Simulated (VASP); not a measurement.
# Ta2C: relaxation of cell and atoms with r2SCAN

Ta2C:

```
Ta C
1.0
     3.11263    0.00000    0.00000
    -1.55631    2.69561    0.00000
     0.00000    0.00000    4.94663
Ta C
2 1
Direct
  0.33333 0.66667 0.25370
  0.66667 0.33333 0.74630
  0.00000 0.00000 0.00000
```

```
Program                : VASP 6.6.1
Task                   : relaxation of cell and atoms
Functional             : r2SCAN
Potentials or basis    : VASP PAW PBE potentials, release 64 (Ta_pv, C)
Cutoff                 : 600 eV
k mesh                 : 15 × 15 × 8
Occupations            : methfessel-paxton, width 0.1 eV
Spin                   : no spin polarisation
Further INCAR settings : ALGO = Normal; EDIFF = 1e-07; IBRION = 2; EDIFFG = -0.005; NSW = 90; ISIF = 3
```

| Item | Value |
| --- | --- |
| Pressure after relaxing | 0.0 GPa |
| Band gap on the k mesh | none (metal or under the smearing width) |

Final structure:
```xyz
3
Lattice="3.1126 0.0000 0.0000 -1.5563 2.6956 0.0000 0.0000 0.0000 4.9466" Properties=species:S:1:pos:R:3 pbc="T T T"
Ta    0.0000    1.7971    1.2550
Ta    1.5563    0.8985    3.6917
C     0.0000    0.0000    0.0000
```

Levels at points of the mesh, in eV from the Fermi level:
| k point | band 9 | band 10 | band 11 | band 12 | band 13 | band 14 | band 15 | band 16 | band 17 |
| --- | --- | --- | --- | --- | --- | --- | --- | --- | --- |
| (0.00, 0.00, 0.00) | -3.84 | -3.84 | -3.52 | 0.01 | 0.50 | 0.50 | 1.16 | 1.16 | 2.43 |
| (0.00, 0.00, 0.50) | -4.10 | -4.10 | -1.98 | -1.80 | -0.24 | -0.24 | 2.97 | 2.97 | 3.61 |

Wall time 12 min on 1 thread of Intel(R) Xeon(R) Platinum 8259CL CPU @ 2.50GHz (Skylake/Cascade Lake) (shared host), peak memory 0.31 GiB.

Caveat: the relaxation stopped at its first step, so nothing moved; the PAW data sets were made with another functional, which shifts forces and pressure a little. The run has no spin-orbit coupling, so splittings on Ta are missing.
